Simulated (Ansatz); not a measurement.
# Hf2AlN3: the cost of one run

Computed with Ansatz 0.2.0 (DFT PBE, scalar-relativistic, plane waves, PAW, unless a step's input says otherwise).

### Step 1. The structure to begin with

It takes space group P-3m1 (No. 164, trigonal). The conventional cell has a = 3.432 Å, b = 3.432 Å, c = 8.407 Å, α = 90.00°, β = 90.00°, γ = 120.00°. Hf (site symmetry 3m) has 6 N at 2.43 Å as nearest neighbours. Around Al (site symmetry -3m) lie 6 N at 2.43 Å. Around N (site symmetry 3m) lie 3 Hf at 2.43 Å and 3 Al at 2.43 Å. N (site symmetry -3m) has 6 Hf at 2.43 Å as nearest neighbours.

As a file:

```cif
data_structure
_symmetry_space_group_name_H-M 'P 1'
_symmetry_Int_Tables_number 1
_cell_length_a 3.4320
_cell_length_b 3.4320
_cell_length_c 8.4066
_cell_angle_alpha 90.000
_cell_angle_beta 90.000
_cell_angle_gamma 120.000
_cell_volume 85.75
loop_
_atom_site_label
_atom_site_type_symbol
_atom_site_fract_x
_atom_site_fract_y
_atom_site_fract_z
_atom_site_occupancy
Hf1 Hf 0.33333 0.66667 0.66667 1
Hf2 Hf 0.66667 0.33333 0.33333 1
Al1 Al 0.00000 0.00000 0.00000 1
N1 N 0.66667 0.33333 0.83333 1
N2 N 0.00000 0.00000 0.50000 1
N3 N 0.33333 0.66667 0.16667 1
```

The start is an ordering of an alloy on its end members' structure types: elements ordered on the sites of the HfN type, Hf/Al on Hf (P-3m1, No. 164).

### Step 2. The guess as it stands, on a coarse mesh

Contents of input.yaml:

```yaml
crystal:
  lattice:
    - [3.43198459, 0.0, 0.0]
    - [-1.7159923, 2.97218584, 0.0]
    - [0.0, 0.0, 8.40661105]
  atoms:
    - { symbol: Hf, position: [0.33333333, 0.66666667, 0.66666667] }
    - { symbol: Hf, position: [0.66666667, 0.33333333, 0.33333333] }
    - { symbol: Al, position: [0.0, 0.0, 0.0] }
    - { symbol: "N", position: [0.66666667, 0.33333333, 0.83333333] }
    - { symbol: "N", position: [0.0, 0.0, 0.5] }
    - { symbol: "N", position: [0.33333333, 0.66666667, 0.16666667] }
basis:
  ecutwfc: 420
kpoints:
  mp_grid: { grid: [6, 6, 2] }
hamiltonian:
  xc: pbe
scf:
  occupations: { method: gaussian, width: 0.1 }
  lower_state_search: "off"
output:
  forces: true
  stress: true
  eigenvalues: true
```

Launch:

```sh
> ansatz run input.yaml --threads 1 --pin off --max-ram 2560MiB --backend cpu --events-out ev --progress --plain --runs-dir out
```

**Question.** How long does this run take on 1 thread of Intel Xeon Platinum 8259CL at 2.50GHz (Skylake/Cascade Lake), shared host, and how much memory does it need?

About 3.5 s, with a peak of 0.42 GiB.
